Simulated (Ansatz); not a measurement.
A crystal relaxed with r2SCAN in the PAW code Ansatz has space group P6_3mc (No. 186) and a = 4.651 Å, c = 7.600 Å.

```
atom  site       x       y       z
  Xx    2b  0.6667  0.3333  0.6275
   I    2b  0.6667  0.3333  0.0025
```

The r2SCAN gap is direct at Γ: 1.86 eV. HSE06 gives a direct gap of 2.53 eV at Γ. PBE gives a direct gap of 1.37 eV at Γ. Meshes: r2SCAN 6×6×4, HSE06 6×6×2, PBE 6×6×4. r2SCAN's ε∞ is 4.6 along all three axes, to this precision.

Question: Which element is Xx?
A. Li
B. Au
C. Cu
D. Ag

Answer: D. Xx is Ag: AgI (started from an entry of an open crystallographic database). Ag has 4 I at 2.85 Å; I has 4 Ag at 2.85 Å.

(Simulation; spin polarisation is off.)

Spin-orbit coupling is left out, which matters wherever the heavy atoms make up the band edges.

The meshes of the hybrids are coarse, so their gaps aren't converged to the digits shown.
